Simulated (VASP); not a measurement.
# Mg2Sn (Fm-3m) in VASP: a series of runs, part 2 of 3

VASP 6.6.1. The steps go on from the part before.

## 3. Relaxation of cell and atoms, PBE+D3(BJ)

This run uses another cell than the first one, of 25.15 Å³/atom, 0.986 times its volume.

File INCAR:

```
PREC = Accurate
ENCUT = 600
EDIFF = 1E-7
ISMEAR = 0
SIGMA = 0.03
LREAL = F
LASPH = T
NELM = 80
ALGO = Normal
ISIF = 3
LWAVE = F
LCHARG = F
GGA = PE
IVDW = 12
IBRION = 2
NSW = 90
EDIFFG = -0.005
```

File KPOINTS:

```
regular mesh
0
Gamma
  10 10 10
```

File POSCAR:

```
Mg2Sn                                   
1.0
    0.0000000000      3.3536328837      3.3536328837
    3.3536328837     -0.0000000000      3.3536328837
    3.3536328837      3.3536328837     -0.0000000000
  Mg              Sn            
     2     1
Direct
     0.2500000000000000    0.2500000000000000    0.2500000000000000
     0.7500000000000000    0.7500000000000000    0.7500000000000000
     0.0000000000000000    0.0000000000000000    0.0000000000000000
```

Potentials or basis: VASP PAW PBE potentials, release 64 (Mg, Sn_d).

Run with:

```bash
cat potpaw_PBE.64/Mg/POTCAR potpaw_PBE.64/Sn_d/POTCAR > POTCAR
mpirun -np 1 vasp_std > vasp.out
```

OUTCAR:

```text
PREC = Accurate
   ENCUT = 600
   EDIFF = 1E-7
   ISMEAR = 0
   LREAL = F
   LASPH = T
   NELM = 80
   ISIF = 3
   GGA = PE
   IVDW = 12
   IBRION = 2
   NSW = 90
   EDIFFG = -0.005
 IVDW          = 12

 ion  position               nearest neighbor table
   1  0.250  0.250  0.250-   3 2.90   3 2.90   3 2.90   3 2.90   2 3.35   2 3.35   2 3.35   2 3.35
                             2 3.35   2 3.35
   2  0.750  0.750  0.750-   3 2.90   3 2.90   3 2.90   3 2.90   1 3.35   1 3.35   1 3.35   1 3.35
                             1 3.35   1 3.35
   3  0.000  0.000  0.000-   2 2.90   2 2.90   2 2.90   1 2.90   2 2.90   1 2.90   1 2.90   1 2.90

  LATTYP: Found a face centered cubic cell.
 ALAT       =     6.7072657674

  Lattice vectors:

 A1 = (   0.0000000000,   3.3536328837,   3.3536328837)
 A2 = (   3.3536328837,   0.0000000000,   3.3536328837)
 A3 = (   3.3536328837,   3.3536328837,   0.0000000000)

Analysis of symmetry for initial positions (statically):
=====================================================================
 Subroutine PRICEL returns:
 Original cell was already a primitive cell.

 Routine SETGRP: Setting up the symmetry group for a
 face centered cubic supercell.

 Subroutine GETGRP returns: Found 48 space group operations
 (whereof 48 operations were pure point group operations)
 out of a pool of 48 trial point group operations.

The static configuration has the point symmetry O_h .

Analysis of symmetry for dynamics (positions and initial velocities):
=====================================================================
 Subroutine PRICEL returns:
 Original cell was already a primitive cell.

 Routine SETGRP: Setting up the symmetry group for a
 face centered cubic supercell.

 Subroutine GETGRP returns: Found 48 space group operations
 (whereof 48 operations were pure point group operations)
 out of a pool of 48 trial point group operations.

The dynamic configuration has the point symmetry O_h .

 Subroutine INISYM returns: Found 48 space group operations
 (whereof 48 operations are pure point group operations),
[... 132 lines left out ...]
  energy-cutoff  :      600.00
  volume of cell :       75.44
 maximum number of plane-waves:      2565
 NGX is ok and might be reduce to    40
   NGX = 19   NGY = 19   NGZ = 19

 number of electron      18.0000000 magnetization

 Free energy of the ion-electron system (eV)
  ---------------------------------------------------
  ext. energy  EPLUGINS =         0.00000000
  ---------------------------------------------------
  free energy    TOTEN  =        -7.41186879 eV

  energy without entropy =       -7.41182523  energy(sigma->0) =       -7.41184701

 E-fermi :   4.4141     XC(G=0):  -8.8470

 val. band max:        4.3695126233   @ k =  -0.1000   0.1000   0.0000
 cond. band min:       4.4549596640   @ k =   0.0000   0.0000   0.0000
 fundamental gap:      0.0854470406
 Fermi energy:         4.4141362303

 k-point     1 :       0.0000    0.0000    0.0000
  band No.  band energies     occupation
      1     -16.5235      2.00000
      2     -16.5235      2.00000
      3     -16.5235      2.00000
      4     -16.4822      2.00000
      5     -16.4822      2.00000
      6      -4.7664      2.00000
      7       4.4550      0.05430
      8       4.4550      0.05430
      9       4.4550      0.05430
     10       6.0087      0.00000
     11       6.6327      0.00000
     12       6.6327      0.00000
     13       6.6327      0.00000
[... 354 lines left out ...]
  band No.  band energies     occupation
      1     -16.5260      2.00000
      2     -16.5179      2.00000
      3     -16.5177      2.00000
      4     -16.4839      2.00000
      5     -16.4796      2.00000
      6      -3.4994      2.00000
      7       0.6627      2.00000
      8       2.2351      2.00000
      9       2.6250      2.00000
     10       4.8695      0.00000
     11       5.4960      0.00000
     12       9.5642      0.00000
     13       9.6624      0.00000

 [... further k-points ...]

------------------------ aborting loop because EDIFF is reached ----------------------------------------

 Edisp (eV)   -0.90853

 E8    (eV) :    -0.4129

  FORCE on cell =-STRESS in cart. coord.  units (eV):
  Direction    XX          YY          ZZ          XY          YZ          ZX
  --------------------------------------------------------------------------------------
  -------------------------------------------------------------------------------------
  Total       0.00626     0.00626     0.00626     0.00000    -0.00000    -0.00000
  in kB       0.13291     0.13291     0.13291     0.00000    -0.00000    -0.00000
  external pressure =        0.13 kB  Pullay stress =        0.00 kB

 VOLUME and BASIS-vectors are now :
 -----------------------------------------------------------------------------
  energy-cutoff  :      600.00
  volume of cell :       75.44
      direct lattice vectors                 reciprocal lattice vectors
     0.000000000  3.353632884  3.353632884    -0.149092050  0.149092050  0.149092050
     3.353632884  0.000000000  3.353632884     0.149092050 -0.149092050  0.149092050
     3.353632884  3.353632884  0.000000000     0.149092050  0.149092050 -0.149092050

 POSITION                                       TOTAL-FORCE (eV/Angst)
 -----------------------------------------------------------------------------------
      1.67682      1.67682      1.67682        -0.000000     -0.000000     -0.000000
      5.03045      5.03045      5.03045         0.000000      0.000000      0.000000
      0.00000      0.00000      0.00000        -0.000000      0.000000     -0.000000
 -----------------------------------------------------------------------------------
    total drift:                               -0.000000      0.000000     -0.000000

  FREE ENERGIE OF THE ION-ELECTRON SYSTEM (eV)
  ---------------------------------------------------
  free  energy   TOTEN  =        -8.3204018260 eV

  energy  without entropy=       -8.3203582705  energy(sigma->0) =       -8.32038005

 reached required accuracy - stopping structural energy minimisation
```

OSZICAR:

```text
N       E                     dE             d eps       ncg     rms          rms(c)
DAV:   1     0.925781307264E+02    0.92578E+02   -0.93147E+03  1227   0.159E+03
DAV:   2    -0.427325874459E+00   -0.93005E+02   -0.90928E+02  1252   0.338E+02
DAV:   3    -0.751201688739E+01   -0.70847E+01   -0.69447E+01  1537   0.859E+01
DAV:   4    -0.769443439957E+01   -0.18242E+00   -0.18234E+00  1446   0.150E+01
DAV:   5    -0.770203172053E+01   -0.75973E-02   -0.75972E-02  1729   0.287E+00    0.329E+00
DAV:   6    -0.747350346283E+01    0.22853E+00   -0.25400E-01  1472   0.223E+00    0.186E+00
DAV:   7    -0.741030843750E+01    0.63195E-01   -0.21647E-01  1457   0.318E+00    0.465E-01
DAV:   8    -0.741163931512E+01   -0.13309E-02   -0.14324E-02  1437   0.163E+00    0.166E-01
DAV:   9    -0.741185581182E+01   -0.21650E-03   -0.10949E-03  1532   0.458E-01    0.311E-02
DAV:  10    -0.741185763853E+01   -0.18267E-05   -0.95403E-05  1354   0.672E-02    0.120E-02
DAV:  11    -0.741186874916E+01   -0.11111E-04   -0.33051E-05  1322   0.518E-02    0.771E-03
DAV:  12    -0.741186878870E+01   -0.39533E-07   -0.58776E-07  1563   0.981E-03
   1 F= -.83204018E+01 E0= -.83203800E+01  d E =-.832040E+01
```

CONTCAR:

```text
Mg2Sn
   1.00000000000000
     0.0000000000000000    3.3536328837000000    3.3536328837000000
     3.3536328837000000    0.0000000000000000    3.3536328837000000
     3.3536328837000000    3.3536328837000000    0.0000000000000000
  Mg              Sn
     2     1
Direct
     0.2500000000000000    0.2500000000000000    0.2500000000000000
     0.7500000000000000    0.7500000000000000    0.7500000000000000
     0.0000000000000000    0.0000000000000000    0.0000000000000000

  0.00000000E+00  0.00000000E+00  0.00000000E+00
  0.00000000E+00  0.00000000E+00  0.00000000E+00
  0.00000000E+00  0.00000000E+00  0.00000000E+00
```

Wall time 29 s (1 thread of Intel Xeon 6975P-C (Granite Rapids), shared host); peak memory 0.28 GiB.

What came out:

```
Free energy                : -8.3204 eV
Pressure after relaxing    : 0.0 GPa
Band gap on the k mesh     : none (metal or under the smearing width)
Dispersion energy per atom : -0.303 eV
```

Final structure:
```
CELL_PARAMETERS angstrom
0.00000 3.35363 3.35363
3.35363 0.00000 3.35363
3.35363 3.35363 0.00000
ATOMIC_POSITIONS crystal
Mg 0.25000 0.25000 0.25000
Mg 0.75000 0.75000 0.75000
Sn 0.00000 0.00000 0.00000
```

Caveat: the relaxation stopped at its first step, so nothing moved; pairwise dispersion overbinds metals, which lowers pressure and volume; this crystal is a semiconductor, whose small gap the functional closes, so the metal is an error of the method.

## 4. Relaxation of cell and atoms, PBE

File INCAR:

```
PREC     = Accurate       # precision mode
ENCUT    = 300            # plane-wave cutoff, eV
EDIFF    = 1E-6           # SCF threshold, eV
ISMEAR   = 0              # smearing method
SIGMA    = 0.03           # smearing width, eV
LREAL    = F              # projectors in reciprocal space
LASPH    = T              # aspherical terms in the spheres
NELM     = 80             # most SCF steps
ALGO     = Normal         # electronic algorithm
ISIF     = 3              # what is computed and relaxed
LWAVE    = F              # write WAVECAR
LCHARG   = F              # write CHGCAR
GGA      = PE             # functional
IBRION   = 2              # ionic algorithm
NSW      = 90             # ionic steps
EDIFFG   = -0.01          # ionic threshold
```

File KPOINTS:

```
Automatic mesh
0
Gamma
  5 5 5
```

File POSCAR:

```
Mg2Sn
1.0
    0.0000000000      3.3695000000      3.3695000000
    3.3695000000      0.0000000000      3.3695000000
    3.3695000000      3.3695000000      0.0000000000
Mg Sn
2 1
Direct
    0.2500000000      0.2500000000      0.2500000000
    0.7500000000      0.7500000000      0.7500000000
    0.0000000000      0.0000000000      0.0000000000
```

Potentials or basis: VASP PAW PBE potentials, release 64 (Mg, Sn).

Run with:

```bash
cat potpaw_PBE.64/Mg/POTCAR potpaw_PBE.64/Sn/POTCAR > POTCAR
mpirun -np 1 vasp_std > vasp.out
```

OUTCAR:

```text
PREC = Accurate
   ENCUT = 300
   EDIFF = 1E-6
   ISMEAR = 0
   LREAL = F
   LASPH = T
   NELM = 80
   ISIF = 3
   GGA = PE
   IBRION = 2
   NSW = 90
   EDIFFG = -0.01

 ion  position               nearest neighbor table
   1  0.250  0.250  0.250-   3 2.92   3 2.92   3 2.92   3 2.92   2 3.37   2 3.37   2 3.37   2 3.37
                             2 3.37   2 3.37
   2  0.750  0.750  0.750-   3 2.92   3 2.92   3 2.92   3 2.92   1 3.37   1 3.37   1 3.37   1 3.37
                             1 3.37   1 3.37
[... 343 lines left out ...]
  --------------------------------------------------------------------------------------
  -------------------------------------------------------------------------------------
  Total       -0.0274899     -0.0274899     -0.0274899      0.0000000      0.0000000     -0.0000000
  in kB       -0.5535216     -0.5535216     -0.5535216      0.0000000      0.0000000     -0.0000000
  external PRESSURE =      -0.5535216 kB  Pullay stress =       0.0000000 kB

 VOLUME and BASIS-vectors are now :
 -----------------------------------------------------------------------------
  energy-cutoff  :      300.00
  volume of cell :       79.57
      direct lattice vectors                 reciprocal lattice vectors
    -0.000000000  3.413814293  3.413814293    -0.146463737  0.146463737  0.146463737
     3.413814293 -0.000000000  3.413814293     0.146463737 -0.146463737  0.146463737
     3.413814293  3.413814293 -0.000000000     0.146463737  0.146463737 -0.146463737

 POSITION                                       TOTAL-FORCE (eV/Angst)
 -----------------------------------------------------------------------------------
      1.70691      1.70691      1.70691         0.000000      0.000000      0.000000
      5.12072      5.12072      5.12072        -0.000000     -0.000000     -0.000000
      6.82763      6.82763      6.82763        -0.000000     -0.000000     -0.000000
 -----------------------------------------------------------------------------------
    total drift:                                0.000000      0.000000      0.000000

  FREE ENERGIE OF THE ION-ELECTRON SYSTEM (eV)
  ---------------------------------------------------
  free  energy   TOTEN  =        -7.3023960587 eV

  energy  without entropy=       -7.3015836257  energy(sigma->0) =       -7.30198984

 reached required accuracy - stopping structural energy minimisation
```

Run time: 9.6 s. Hardware: 1 thread of Intel Xeon Platinum 8488C (Sapphire Rapids), shared host; peak memory 0.15 GiB.

Results:

* Free energy: -7.3024 eV
* Relaxed volume: 26.52 Å³/atom
* Relaxed cell: a = 4.828 Å, b = 4.828 Å, c = 4.828 Å, α = 60.00°, β = 60.00°, γ = 60.00°
* Space group after relaxing (to 0.05 Å): Fm-3m (No. 225)
* Energy gained by relaxing: 5.1 meV/atom
* Ionic steps: 2
* Pressure after relaxing: -0.1 GPa
* Band gap on the k mesh: none (metal or under the smearing width)

The path:
```tsv
step	energy change (eV)	largest force (eV/Å)	pressure (GPa)	volume (Å³)
1	0.0000	0.0000	1.71	76.51
2	-0.0152	0.0000	-0.06	79.57
```

Final structure:
```
Mg Sn
1.0
     0.00000    3.41381    3.41381
     3.41381    0.00000    3.41381
     3.41381    3.41381    0.00000
Mg Sn
2 1
Direct
  0.25000 0.25000 0.25000
  0.75000 0.75000 0.75000
  0.00000 0.00000 0.00000
```

Levels at points of the mesh, in eV from the Fermi level:
```csv
k point,band 2,band 3,band 4,band 5,band 6,band 7
"(0.00, 0.00, 0.00)",0.12,0.12,0.12,1.39,2.19,2.19
```

Caveat: this crystal is a semiconductor, whose small gap the functional closes, so the metal is an error of the method.

(Part 2 of 3 ends here.)
